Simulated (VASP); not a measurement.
# HgTe (Coloradoite) (F-43m) in VASP: a series of runs

Aim: see how the results for HgTe (Coloradoite) move with the level of theory and the settings. Levels: PBE, TB-mBJ. Tasks: band structure.

Everything below comes from runs of VASP 6.6.1. Logs are shortened: lines on timing, memory, paths and dates and some standing lists are left out, and cuts for length are marked.

### Step 1. Starting point

Symmetry: F-43m, No. 216, cubic system. The conventional cell has a = 6.516 Å, b = 6.516 Å, c = 6.516 Å, α = 90.00°, β = 90.00°, γ = 90.00°. Hg (site symmetry -43m) is surrounded by 4 Te at 2.82 Å. Te (site symmetry -43m) has 4 Hg at 2.82 Å as nearest neighbours.

### Step 2. Band structure, PBE, spin-orbit coupling, no magnetisation

INCAR

```
PREC     = Accurate       # precision mode
ENCUT    = 520            # plane-wave cutoff, eV
EDIFF    = 1E-6           # SCF threshold, eV
ISMEAR   = 0              # smearing method
SIGMA    = 0.03           # smearing width, eV
LREAL    = False          # projectors in reciprocal space
LASPH    = True           # aspherical terms in the spheres
NELM     = 80             # most SCF steps
ALGO     = Normal         # electronic algorithm
ISIF     = 2              # what is computed and relaxed
LWAVE    = False          # write WAVECAR
LCHARG   = False          # write CHGCAR
MAGMOM   = 0 0 0 0 0 0    # initial moments
LORBIT   = 11             # projections on sites
LSORBIT  = True           # spin-orbit coupling
GGA_COMPAT= False        
GGA      = PE             # functional
```

KPOINTS

```
regular mesh
0
Gamma
  6 6 6
```

POSCAR

```
HgTe                                    
1.0
    0.0000000000      3.2580088205      3.2580088205
    3.2580088205      0.0000000000      3.2580088205
    3.2580088205      3.2580088205      0.0000000000
  Hg              Te            
     1     1
Direct
     0.0000000000000000    0.0000000000000000    0.0000000000000000
     0.2500000000000000    0.2500000000000000    0.2500000000000000
```

KPOINTS_OPT

```
explicit points
302
Reciprocal
 0.0000000000  0.0000000000  0.0000000000 1
 0.0263157895  0.0000000000  0.0263157895 1
 0.0526315789  0.0000000000  0.0526315789 1
 0.0789473684  0.0000000000  0.0789473684 1
 0.1052631579  0.0000000000  0.1052631579 1
 0.1315789474  0.0000000000  0.1315789474 1
[... 294 lines left out ...]
 0.5126615400  0.0253230800  0.5126615400 1
 0.4873384600 -0.0253230800  0.4873384600 1
```

Potentials or basis: VASP PAW PBE potentials, release 64 (Hg, Te).

On the command line:

```bash
cat potpaw_PBE.64/Hg/POTCAR potpaw_PBE.64/Te/POTCAR > POTCAR
mpirun -np 1 vasp_ncl > vasp.out
```

OUTCAR:

```text
PREC = Accurate
   ENCUT = 520
   EDIFF = 1E-6
   ISMEAR = 0
   LREAL = False
   LASPH = True
   NELM = 80
   ISIF = 2
   LORBIT = 11
   LSORBIT = True
   GGA = PE

 ion  position               nearest neighbor table
   1  0.000  0.000  0.000-   2 2.82   2 2.82   2 2.82   2 2.82
   2  0.250  0.250  0.250-   1 2.82   1 2.82   1 2.82   1 2.82

  LATTYP: Found a face centered cubic cell.
 ALAT       =     6.5160176410

  Lattice vectors:

 A1 = (   0.0000000000,   3.2580088205,   3.2580088205)
 A2 = (   3.2580088205,   0.0000000000,   3.2580088205)
 A3 = (   3.2580088205,   3.2580088205,   0.0000000000)

Analysis of symmetry for initial positions (statically):
=====================================================================
 Subroutine PRICEL returns:
 Original cell was already a primitive cell.

 Routine SETGRP: Setting up the symmetry group for a
 face centered cubic supercell.

 Subroutine GETGRP returns: Found 24 space group operations
 (whereof 24 operations were pure point group operations)
 out of a pool of 48 trial point group operations.

The static configuration has the point symmetry T_d .

Analysis of symmetry for dynamics (positions and initial velocities):
=====================================================================
 Subroutine PRICEL returns:
 Original cell was already a primitive cell.

 Routine SETGRP: Setting up the symmetry group for a
 face centered cubic supercell.

 Subroutine GETGRP returns: Found 24 space group operations
 (whereof 24 operations were pure point group operations)
 out of a pool of 48 trial point group operations.

The dynamic configuration has the point symmetry T_d .

Analysis of structural, dynamic, and magnetic symmetry:
=====================================================================
 Subroutine PRICEL returns:
 Original cell was already a primitive cell.

 Routine SETGRP: Setting up the symmetry group for a
 face centered cubic supercell.

 Subroutine GETGRP returns: Found 24 space group operations
 (whereof 24 operations were pure point group operations)
 out of a pool of 48 trial point group operations.

The overall configuration has the point symmetry T_d .

 Subroutine INISYM returns: Found 24 space group operations
 (whereof 24 operations are pure point group operations),
 and found     1 'primitive' translations

----------------------------------------------------------------------------------------

                                     Primitive cell

  volume of cell :      69.1651

  direct lattice vectors                    reciprocal lattice vectors
     0.000000000  3.258008821  3.258008821    -0.153467970  0.153467970  0.153467970
     3.258008821  0.000000000  3.258008821     0.153467970 -0.153467970  0.153467970
     3.258008821  3.258008821  0.000000000     0.153467970  0.153467970 -0.153467970

  length of vectors
     4.607520260  4.607520260  4.607520260     0.265814321  0.265814321  0.265814321

  position of ions in fractional coordinates (direct lattice)
     0.000000000  0.000000000  0.000000000
     0.250000000  0.250000000  0.250000000

  ion indices of the primitive-cell ions
   primitive index   ion index
                 1           1
                 2           2

----------------------------------------------------------------------------------------

 KPOINTS: regular mesh

Automatic generation of k-mesh.
 Grid dimensions read from file:
 generate k-points for:    6    6    6

 Generating k-lattice:

  Cartesian coordinates                     Fractional coordinates (reciprocal lattice)
    -0.025577995  0.025577995  0.025577995     0.166666667  0.000000000  0.000000000
     0.025577995 -0.025577995  0.025577995     0.000000000  0.166666667  0.000000000
     0.025577995  0.025577995 -0.025577995     0.000000000  0.000000000  0.166666667

  Length of vectors
     0.044302387  0.044302387  0.044302387

[... 44 lines left out ...]
   ISPIN  =      1    spin polarized calculation?
   LNONCOLLINEAR =      T non collinear calculations
   LSORBIT =      T    spin-orbit coupling
   LASPH  =      T    aspherical Exc in radial PAW
   ENCUT  =  520.0 eV  38.22 Ry    6.18 a.u.   8.57  8.57  8.57*2*pi/ulx,y,z
   NELM   =     80;   NELMIN=  2; NELMDL= -5     # of ELM steps
   EDIFF  = 0.1E-05   stopping-criterion for ELM
   LREAL  =      F    real-space projection
   EDIFFG = 0.1E-04   stopping-criterion for IOM
   NSW    =      0    number of steps for IOM
   IBRION =     -1    ionic relax: 0-MD 1-quasi-New 2-CG
   NFREE  =      0    steps in history (QN), initial steepest desc. (CG)
   ISIF   =      2    stress and relaxation
   ISYM   =      2    0-nonsym 1-usesym 2-fastsym
   POTIM  = 0.5000    time-step for ionic-motion
   TEBEG  =    0.0;   TEEND  =   0.0 temperature during run
   PSTRESS=    0.0 pullay stress
   NELECT =      18.0000    total number of electrons
   NUPDOWN=      -1.0000    fix difference up-down
   EMIN   =  10.00;   EMAX   =-10.00  energy-range for DOS
   EFERMI =   0.00;   METHOD = LEGACY
   ISMEAR =     0;   SIGMA  =   0.03  broadening in eV -4-tet -1-fermi 0-gaus
   EFERMI_NEDOS =   21; number of points for ismear=-14 and -15
   IALGO  =     38    algorithm
   IMIX   =      4    mixing-type and parameters
     AMIX     =   0.40;   BMIX     =  1.00
     AMIX_MAG =   1.60;   BMIX_MAG =  1.00
  volume/ion in A,a.u.               =      34.58       233.37
  Fermi-wavevector in a.u.,A,eV,Ry     =   1.045210  1.975160 14.863864  1.092463
  Thomas-Fermi vector in A             =   2.179996
   LORBIT       =     11    0 simple, 1 ext, 2 COOP (PROOUT), +10 PAW based schemes
   GGA     = PE    functional components
   LHFCALC =     F    Hartree Fock is set to
   AEXX    =    0.0000 exact exchange contribution
   IVDW    =     0    specifies the selected vdW correction
   LEPSILON=     F    determine dielectric tensor
   LRPA    =     F    only Hartree local field effects (RPA)
 Gauss-broadening in eV      SIGMA  =   0.03
  energy-cutoff  :      520.00
  volume of cell :       69.17
 maximum number of plane-waves:      3784
 NGX is ok and might be reduce to    36
   NGX = 17   NGY = 17   NGZ = 17

 number of electron      18.0000000 magnetization       0.0000000      0.0000000      0.0000000

 number of electron      18.0000002 magnetization       0.0000000      0.0000000     -0.0000000

 number of electron      18.0000002 magnetization       0.0000000     -0.0000000     -0.0000000

 Free energy of the ion-electron system (eV)
  ---------------------------------------------------
  ext. energy  EPLUGINS =         0.00000000
  ---------------------------------------------------
  free energy    TOTEN  =        -4.00534664 eV

  energy without entropy =       -4.00518992  energy(sigma->0) =       -4.00526828

 E-fermi :   3.0981     XC(G=0):  -8.6312

 val. band max:        3.0981347589   @ k =   0.0000   0.0000   0.0000
 cond. band min:       3.0981347924   @ k =   0.0000   0.0000   0.0000
 fundamental gap:      0.0000000334
 Fermi energy:         3.0981347756

 k-point     1 :       0.0000    0.0000    0.0000
  band No.  band energies     occupation
      1      -8.9685      1.00000
      2      -8.9685      1.00000
      3      -5.2165      1.00000
      4      -5.2165      1.00000
      5      -5.2165      1.00000
      6      -5.2165      1.00000
[... 627 lines left out ...]
     25       9.5168      0.00000
     26       9.6212      0.00000

------------------------ aborting loop because EDIFF is reached ----------------------------------------

  FORCE on cell =-STRESS in cart. coord.  units (eV):
  Direction    XX          YY          ZZ          XY          YZ          ZX
  --------------------------------------------------------------------------------------
  -------------------------------------------------------------------------------------
  Total        1.0077311      1.0077311      1.0077311     -0.0000000      0.0000000     -0.0000000
  in kB       23.3436345     23.3436345     23.3436345     -0.0000000      0.0000000     -0.0000000
  external PRESSURE =      23.3436345 kB  Pullay stress =       0.0000000 kB

 VOLUME and BASIS-vectors are now :
 -----------------------------------------------------------------------------
  energy-cutoff  :      520.00
  volume of cell :       69.17
      direct lattice vectors                 reciprocal lattice vectors
     0.000000000  3.258008821  3.258008821    -0.153467970  0.153467970  0.153467970
     3.258008821  0.000000000  3.258008821     0.153467970 -0.153467970  0.153467970
     3.258008821  3.258008821  0.000000000     0.153467970  0.153467970 -0.153467970

 POSITION                                       TOTAL-FORCE (eV/Angst)
 -----------------------------------------------------------------------------------
      0.00000      0.00000      0.00000        -0.000000      0.000000      0.000000
      1.62900      1.62900      1.62900         0.000000     -0.000000     -0.000000
 -----------------------------------------------------------------------------------
    total drift:                               -0.000000     -0.000000     -0.000000

  FREE ENERGIE OF THE ION-ELECTRON SYSTEM (eV)
  ---------------------------------------------------
  free  energy   TOTEN  =        -4.0053466368 eV

  energy  without entropy=       -4.0051899175  energy(sigma->0) =       -4.00526828

 Spin-Orbit-Coupling matrix elements

 Ion:    1  E_soc:     -0.5900126
 l=   1
     0.0000000    -0.0313905    -0.0313905
    -0.0313905     0.0000000    -0.0313905
    -0.0313905    -0.0313905     0.0000000
 l=   2
     0.0000000    -0.0132821     0.0000000    -0.0132821    -0.0536628
    -0.0132821     0.0000000    -0.0402471    -0.0132821    -0.0134157
     0.0000000    -0.0402471     0.0000000    -0.0402471     0.0000000
    -0.0132821    -0.0132821    -0.0402471     0.0000000    -0.0134157
    -0.0536628    -0.0134157     0.0000000    -0.0134157     0.0000000
 l=   3
     0.0000000     0.0000000     0.0000000     0.0000000     0.0000000     0.0000000     0.0000000
     0.0000000     0.0000000     0.0000000     0.0000000     0.0000000     0.0000000     0.0000000
     0.0000000     0.0000000     0.0000000     0.0000000     0.0000000     0.0000000     0.0000000
     0.0000000     0.0000000     0.0000000     0.0000000     0.0000000     0.0000000     0.0000000
     0.0000000     0.0000000     0.0000000     0.0000000     0.0000000     0.0000000     0.0000000
     0.0000000     0.0000000     0.0000000     0.0000000     0.0000000     0.0000000     0.0000000
     0.0000000     0.0000000     0.0000000     0.0000000     0.0000000     0.0000000     0.0000000

 Ion:    2  E_soc:     -0.2195589
 l=   1
     0.0000000    -0.0364556    -0.0364556
    -0.0364556     0.0000000    -0.0364556
    -0.0364556    -0.0364556     0.0000000
 l=   2
     0.0000000    -0.0000539     0.0000000    -0.0000539    -0.0000836
    -0.0000539     0.0000000    -0.0000627    -0.0000539    -0.0000209
     0.0000000    -0.0000627     0.0000000    -0.0000627     0.0000000
    -0.0000539    -0.0000539    -0.0000627     0.0000000    -0.0000209
    -0.0000836    -0.0000209     0.0000000    -0.0000209     0.0000000
 l=   3
     0.0000000     0.0000000     0.0000000     0.0000000     0.0000000     0.0000000     0.0000000
     0.0000000     0.0000000     0.0000000     0.0000000     0.0000000     0.0000000     0.0000000
     0.0000000     0.0000000     0.0000000     0.0000000     0.0000000     0.0000000     0.0000000
     0.0000000     0.0000000     0.0000000     0.0000000     0.0000000     0.0000000     0.0000000
     0.0000000     0.0000000     0.0000000     0.0000000     0.0000000     0.0000000     0.0000000
     0.0000000     0.0000000     0.0000000     0.0000000     0.0000000     0.0000000     0.0000000
     0.0000000     0.0000000     0.0000000     0.0000000     0.0000000     0.0000000     0.0000000

 total charge

# of ion       s       p       d       tot
------------------------------------------
    1        0.747   0.412   9.359  10.519
    2        1.370   1.967   0.031   3.368
--------------------------------------------------
tot          2.117   2.379   9.390  13.887

 magnetization (x)

# of ion       s       p       d       tot
------------------------------------------
    1       -0.000   0.000  -0.000  -0.000
    2       -0.000   0.000   0.000  -0.000
--------------------------------------------------
tot         -0.000   0.000  -0.000  -0.000

 magnetization (y)

# of ion       s       p       d       tot
------------------------------------------
    1        0.000   0.000   0.000   0.000
    2        0.000   0.000   0.000   0.000
--------------------------------------------------
tot          0.000   0.000   0.000   0.000

 magnetization (z)

# of ion       s       p       d       tot
------------------------------------------
    1       -0.000   0.000   0.000  -0.000
    2        0.000  -0.000  -0.000  -0.000
--------------------------------------------------
tot         -0.000   0.000   0.000  -0.000
```

Wall time 6 min (1 thread of Intel Xeon 6975P-C (Granite Rapids), shared host); peak memory 0.4 GiB.

What came out:

- Free energy: -4.0053 eV
- Pressure: 2.3 GPa
- Valence electrons inside the program's atomic spheres: Hg 10.52; Te 3.37

### Step 3. Band structure, TB-mBJ

POSCAR is that of step 2.

INCAR.step1

```
PREC     = Accurate       # precision mode
ENCUT    = 520            # plane-wave cutoff, eV
EDIFF    = 1E-5           # SCF threshold, eV
ISMEAR   = 0              # smearing method
SIGMA    = 0.03           # smearing width, eV
LREAL    = False          # projectors in reciprocal space
LASPH    = True           # aspherical terms in the spheres
NELM     = 80             # most SCF steps
ALGO     = Normal         # electronic algorithm
ISIF     = 2              # what is computed and relaxed
LWAVE    = True           # write WAVECAR
LCHARG   = False          # write CHGCAR
GGA      = PE             # functional
```

INCAR.step2

```
PREC     = Accurate       # precision mode
ENCUT    = 520            # plane-wave cutoff, eV
EDIFF    = 1E-6           # SCF threshold, eV
ISMEAR   = 0              # smearing method
SIGMA    = 0.03           # smearing width, eV
LREAL    = False          # projectors in reciprocal space
LASPH    = True           # aspherical terms in the spheres
NELM     = 80             # most SCF steps
ALGO     = Normal         # electronic algorithm
ISIF     = 2              # what is computed and relaxed
LWAVE    = False          # write WAVECAR
LCHARG   = False          # write CHGCAR
METAGGA  = MBJ            # meta-GGA
ISTART   = 1
```

KPOINTS

```
regular mesh
0
Gamma
  10 10 10
```

KPOINTS_OPT is that of step 2.

Potentials or basis: VASP PAW PBE potentials, release 64 (Hg, Te).

On the command line:

```bash
cat potpaw_PBE.64/Hg/POTCAR potpaw_PBE.64/Te/POTCAR > POTCAR
cp INCAR.step1 INCAR
mpirun -np 1 vasp_std > vasp.out
cp INCAR.step2 INCAR
mpirun -np 1 vasp_std > vasp.out
```

Run time: 1.9 min. Hardware: 1 thread of Intel Xeon 6975P-C (Granite Rapids), shared host; peak memory 0.24 GiB.

The run converged. Its results:

```
Band gap along the path : none (metal or under the smearing width)
```

Levels at the corners of the path, in eV from the Fermi level:
| point | band 6 | band 7 | band 8 | band 9 | band 10 | band 11 | band 12 | band 13 |
| --- | --- | --- | --- | --- | --- | --- | --- | --- |
| Γ | -6.68 | -0.02 | -0.01 | -0.01 | -0.01 | 4.68 | 4.68 | 4.68 |
| X | -6.24 | -5.00 | -2.05 | -2.05 | 2.34 | 3.21 | 8.83 | 9.27 |
| X | -6.24 | -5.00 | -2.05 | -2.05 | 2.34 | 3.21 | 8.83 | 9.27 |
| W | -6.10 | -5.05 | -2.35 | -2.28 | 3.36 | 5.15 | 5.88 | 6.75 |
| W | -6.10 | -5.05 | -2.35 | -2.28 | 3.36 | 5.15 | 5.88 | 6.75 |
| K | -6.17 | -5.01 | -2.59 | -1.70 | 2.70 | 4.53 | 7.50 | 7.61 |
| K | -6.17 | -5.01 | -2.59 | -1.70 | 2.70 | 4.53 | 7.50 | 7.61 |
| Γ | -6.68 | -0.02 | -0.01 | -0.01 | -0.01 | 4.68 | 4.68 | 4.68 |
| Γ | -6.68 | -0.02 | -0.01 | -0.01 | -0.01 | 4.68 | 4.68 | 4.68 |
| L | -6.39 | -5.00 | -0.89 | -0.89 | 1.28 | 5.43 | 5.43 | 7.72 |
| L | -6.39 | -5.00 | -0.89 | -0.89 | 1.28 | 5.43 | 5.43 | 7.72 |
| U | -6.17 | -5.01 | -2.59 | -1.70 | 2.70 | 4.53 | 7.50 | 7.61 |
| U | -6.17 | -5.01 | -2.59 | -1.70 | 2.70 | 4.53 | 7.50 | 7.61 |
| W | -6.10 | -5.05 | -2.35 | -2.28 | 3.36 | 5.15 | 5.88 | 6.75 |
| W | -6.10 | -5.05 | -2.35 | -2.28 | 3.36 | 5.15 | 5.88 | 6.75 |
| L | -6.39 | -5.00 | -0.89 | -0.89 | 1.28 | 5.43 | 5.43 | 7.72 |
| L | -6.39 | -5.00 | -0.89 | -0.89 | 1.28 | 5.43 | 5.43 | 7.72 |
| K | -6.17 | -5.01 | -2.59 | -1.70 | 2.70 | 4.53 | 7.50 | 7.61 |
| U | -6.17 | -5.01 | -2.59 | -1.70 | 2.70 | 4.53 | 7.50 | 7.61 |
| X | -6.24 | -5.00 | -2.05 | -2.05 | 2.34 | 3.21 | 8.83 | 9.27 |

Caveat: the PAW data sets were made with another functional, which shifts forces and pressure a little; spin-orbit coupling is left out, which moves the levels of the heavy elements.

### Step 4. Band structure, TB-mBJ, spin-orbit coupling, no magnetisation

POSCAR is that of step 3.

Edit INCAR.step1 of step 3 so:

```diff
@@ -12,2 +12,6 @@
 LCHARG   = False          # write CHGCAR
+MAGMOM   = 0 0 0 0 0 0    # initial moments
+LORBIT   = 11             # projections on sites
+LSORBIT  = True           # spin-orbit coupling
+GGA_COMPAT= False        
 GGA      = PE             # functional
```

Edit INCAR.step2 of step 3 so:

```diff
@@ -12,2 +12,6 @@
 LCHARG   = False          # write CHGCAR
+MAGMOM   = 0 0 0 0 0 0    # initial moments
+LORBIT   = 11             # projections on sites
+LSORBIT  = True           # spin-orbit coupling
+GGA_COMPAT= False        
 METAGGA  = MBJ            # meta-GGA
```

KPOINTS

```
regular mesh
0
Gamma
  6 6 6
```

KPOINTS_OPT is that of step 3.

On the command line:

```bash
cat potpaw_PBE.64/Hg/POTCAR potpaw_PBE.64/Te/POTCAR > POTCAR
cp INCAR.step1 INCAR
mpirun -np 1 vasp_ncl > vasp.out
cp INCAR.step2 INCAR
mpirun -np 1 vasp_ncl > vasp.out
```

Wall time 8.4 min (1 thread of Intel Xeon 6975P-C (Granite Rapids), shared host); peak memory 0.45 GiB.

It converged, with:

```
Valence electrons inside the program's atomic spheres : Hg 10.38; Te 3.46
```

Caveat: the PAW data sets were made with another functional, which shifts forces and pressure a little.
